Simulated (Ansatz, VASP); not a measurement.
Two plane-wave programs on Si

The input INCAR:

```
  PREC = Accurate
  ENCUT = 520
  EDIFF = 1E-6
  ISMEAR = -1
  SIGMA = 0.1
  LREAL = False
  LASPH = True
  NELM = 100
  ALGO = Normal
  ISIF = 2
  LWAVE = False
  LCHARG = False
  GGA = RE
  NBANDS = 16
```

Contents of KPOINTS:

```
Automatic mesh
0
Gamma
  15 15 4
```

POSCAR

```
Si
1.0
    2.6527594624      0.0000000000      0.0000000000
   -1.3263797312      2.2973570846      0.0000000000
    0.0000000000      0.0000000000      8.7996544129
Si
4
Direct
    0.0000000000      0.0000000000      1.0000000000
    0.0000000000      0.0000000000      0.5000000000
    0.3333333333      0.6666666667      0.2500000000
    0.6666666667      0.3333333333      0.7500000000
```

Input for Ansatz:

```yaml
crystal:
  lattice:
    - [2.6527594624, 0.0, 0.0]
    - [-1.3263797312, 2.2973570846, 0.0]
    - [0.0, 0.0, 8.7996544129]
  atoms:
    - { symbol: Si, position: [0.0, 0.0, 1.0] }
    - { symbol: Si, position: [0.0, 0.0, 0.5] }
    - { symbol: Si, position: [0.3333333333, 0.6666666667, 0.25] }
    - { symbol: Si, position: [0.6666666667, 0.3333333333, 0.75] }
hamiltonian:
  xc: revpbe
  pseudopotentials:
    kind: paw
    azcp:
      Si: "pseudopotentials/Si.paw.azcp"
basis:
  ecutwfc: 420
  fft_grid_basis: typed
kpoints:
  mp_grid: { grid: [15, 15, 4], shift: [0, 0, 0] }
magnetization:
  spin_polarized: false
scf:
  occupations: { method: fermi_dirac, width: 0.1 }
  lower_state_search: "off"
output:
  stress: true
```

Alike in both runs: task single point; functional revPBE; k mesh 15 × 15 × 4; occupations fermi-dirac, width 0.1 eV; no spin polarisation.

|  | VASP | Ansatz |
| --- | --- | --- |
| version | VASP 6.6.1 | Ansatz 0.2.0 |
| potentials or method | VASP PAW PBE potentials, release 64 (Si) | plane waves (420 eV) with PAW, scalar-relativistic |
| plane-wave cutoff (eV) | 520 | 420 |
| valence electrons in the cell | 16 | 16 |

|  | VASP | Ansatz | Ansatz less VASP |
| --- | --- | --- | --- |
| pressure (GPa) | 7.7 | 8.2 | +0.48 |
| largest component of the traceless stress (GPa) | 1.92 | 1.90 | -0.022 |

Caveats: the PAW data sets were made with another functional, which shifts forces and pressure a little (VASP).
